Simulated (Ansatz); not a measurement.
CdO (started from an entry of an open crystallographic database) at its r2SCAN geometry, in the PAW code Ansatz. The base run uses HSE06 on a modest mesh; each further run changes one setting, sensibly or not. Doubtful ones may also carry a cap on iterations. All numbers are computed, and spin polarisation is off unless an edit sets a moment.

Base input:
```yaml
crystal:
  lattice:
    - [0.0, 2.3530040401, 2.3530040401]
    - [2.3530040401, 0.0, 2.3530040401]
    - [2.3530040401, 2.3530040401, 0.0]
  atoms:
    - { symbol: Cd, position: [0.0, 0.0, 0.0] }
    - { symbol: O, position: [0.5, 0.5, 0.5] }
kpoints:
  mp_grid: { grid: [4, 4, 4] }
hamiltonian:
  xc: hse06
scf:
  occupations: { method: fermi_dirac, width: 0.02 }
  n_extra_bands: 4
output:
  forces: true
  stress: true
  eigenvalues: true
  write_density: true
  write_potential: true
  elf: true
  volumetric_format: npy
```

Base results:
```
Basis set: ecut = 420 eV, 531 PW (Γ)
Symmetry: 48 space group operations
Space group: Fm-3m (ITA 225)
k-points: 8 of 64
Exchange kernel: α = 0.2500, screened, ω = 0.2079 Å⁻¹, Wigner–Seitz truncation, v(0) = 986.3626 eV·Å³, q-mesh 4×4×4
hybrid SCF converged: 2 outer / 9 inner (+6 warm-up)
Free energy (F): -8824.852242 eV
Fermi energy:    12.073337 eV
--- Stress (GPa, compression-positive) ---
       -0.021504       0.000000       0.000000
        0.000000      -0.021504       0.000000
        0.000000       0.000000      -0.021504
  P = ⅓ Tr σ = -0.0215 GPa (-0.215 kbar)
```
The gap over this mesh is 0.920 eV.

Run as `ansatz run input.yaml --threads 4 --pin off --max-ram 3686MiB --backend cpu --events-out ev --progress --plain --runs-dir out`. Wall time 2.7 s on 4 threads of Arm Neoverse V1, on a shared host; peak host memory 0.47 GiB.

Q: These lines are set or replaced. What follows?
```yaml
hamiltonian:
  xc: wpbeh
```

A: The mean stress moves by +0.5 GPa and the gap on the mesh by -0.034 eV (to 0.886). It's another functional on the same cell, so totals aren't comparable.
```
hybrid SCF converged: 2 outer / 9 inner (+7 warm-up)
Free energy (F): -8822.417262 eV
Fermi energy:    12.077415 eV
--- Stress (GPa, compression-positive) ---
        0.502697       0.000000       0.000000
        0.000000       0.502697       0.000000
        0.000000       0.000000       0.502697
  P = ⅓ Tr σ = 0.5027 GPa (5.027 kbar)
```

Q: The input is altered as follows. How does the run end?
```yaml
scf:
  n_bands: 12
```

A: It is rejected at once.
```
Error: YAML parse error: line 16 column 3: unknown field `n_bands`, expected one of max_iter, algorithm, n_extra_bands, self_checks, convergence, lower_state_search, omitted_lower_state_checks, lower_solution_reach, mixing, occupations, eigensolver, initial_density, exx
```

Q: The input is altered as follows. How does the run end?
```yaml
hamiltonian:
  xc: r2scan50
```

A: The cutoff follows the functional, from 420 to 500 eV. The mean stress moves by -5.8 GPa and the gap on the mesh by +3.197 eV (to 4.116). It's another functional on the same cell, so totals aren't comparable.
```
Basis set: ecut = 500 eV, 645 PW (Γ)
hybrid SCF converged: 3 outer / 17 inner (+9 warm-up)
Free energy (F): -8835.211138 eV
Fermi energy:    11.630638 eV
--- Stress (GPa, compression-positive) ---
       -5.778094       0.000000       0.000000
        0.000000      -5.778094       0.000000
        0.000000       0.000000      -5.778094
  P = ⅓ Tr σ = -5.7781 GPa (-57.781 kbar)
```

Q: The input is altered as follows. How does the run end?
```yaml
hamiltonian:
  xc: cam_b3lyp
```

A: The mean stress moves by +0.2 GPa and the gap on the mesh by +2.996 eV (to 3.916). It's another functional on the same cell, so totals aren't comparable.
```
Exchange kernel: α = 0.1900 at short range, 0.6500 at long range (ω = 0.6236 Å⁻¹), several ranges, Wigner–Seitz truncation, v(0) = 3115.1636 eV·Å³, q-mesh 4×4×4
hybrid SCF converged: 3 outer / 16 inner (+7 warm-up)
Free energy (F): -8842.875195 eV
Fermi energy:    12.066169 eV
--- Stress (GPa, compression-positive) ---
        0.161304       0.000000       0.000000
        0.000000       0.161304       0.000000
        0.000000       0.000000       0.161304
  P = ⅓ Tr σ = 0.1613 GPa (1.613 kbar)
--- Band table (eV; the first three rows and the last of 8) ---
  k-point 0: bands = […, 2.2094, 2.4660, 2.4660, 8.6655, 8.6655, 8.6655, 14.0032, 29.6910, 32.3230, 32.3230]
  k-point 1: bands = […, 1.9386, 2.5188, 2.5188, 6.4093, 9.3981, 9.3981, 17.2442, 25.3869, 29.0970, 29.0970]
  k-point 2: bands = […, 1.5405, 2.7850, 2.7850, 5.7059, 10.0875, 10.0875, 19.1469, 22.8431, 26.9640, 26.9640]
  k-point 7: bands = […, 2.1062, 2.9360, 3.1245, 6.7018, 6.7018, 8.0508, 21.0754, 24.1952, 24.1952, 25.9428]
```

Spin-orbit coupling is left out.

The program warns that its thresholds are loose for a hybrid's stress.

The meshes of the hybrids are coarse, so their gaps aren't converged to the digits shown.
